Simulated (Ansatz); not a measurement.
The system is TaSi2.

```
Ta Si
1.0
     4.78000    0.00000    0.00000
    -2.39000    4.13960    0.00000
     0.00000    0.00000    6.56400
Ta Si
3 6
Direct
  0.00000 0.50000 0.16667
  0.50000 0.50000 0.83333
  0.50000 0.00000 0.50000
  0.33330 0.16665 0.16667
  0.16665 0.83335 0.83333
  0.83335 0.66670 0.50000
  0.66670 0.83335 0.16667
  0.83335 0.16665 0.83333
  0.16665 0.33330 0.50000
```

Base run:

| Property | Result |
| --- | --- |
| Program | Ansatz 0.2.0 |
| Functional | r2SCAN |
| Potentials or basis | Ansatz PAW |
| Cutoff | 500 eV |
| Density cutoff | 2000 eV |
| k mesh | 5 × 5 × 3 |
| Occupations | fermi-dirac, width 0.05 eV |
| Spin | no spin polarisation |
| Hubbard terms | Ta d U = 3 eV |

Its results: band gap on the k mesh none (metal or under the smearing width); pressure 1.2 GPa; largest force 0.887 eV/Å.

Task: After a change of settings the same cell gave: band gap on the k mesh none (metal or under the smearing width); pressure 2.4 GPa; largest force 0.935 eV/Å. Which change was it?
A. functional from r2SCAN to PBEsol; cutoff from 500 eV to 420 eV; density cutoff from 2000 eV to 1680 eV; k mesh from 5 × 5 × 3 to 7 × 7 × 4
B. hubbard terms from Ta d U = 3 eV to Ta d U = 6 eV
C. hubbard terms from Ta d U = 3 eV to Ta d U = 8 eV
D. hubbard terms from Ta d U = 3 eV to none; hubbard projectors from ortho-atomic (the default) to none

Result: B.

Caveats: the cell's inner coordinates are idealised or old, which leaves forces on the atoms; U without spin polarisation on a metal has little footing; the PAW data sets come from PBE, with cores solved anew for the run's functional, which leaves a small shift of forces and pressure; the U is typed as a test and isn't derived for this compound.

Not every run made on this cell is shown here.
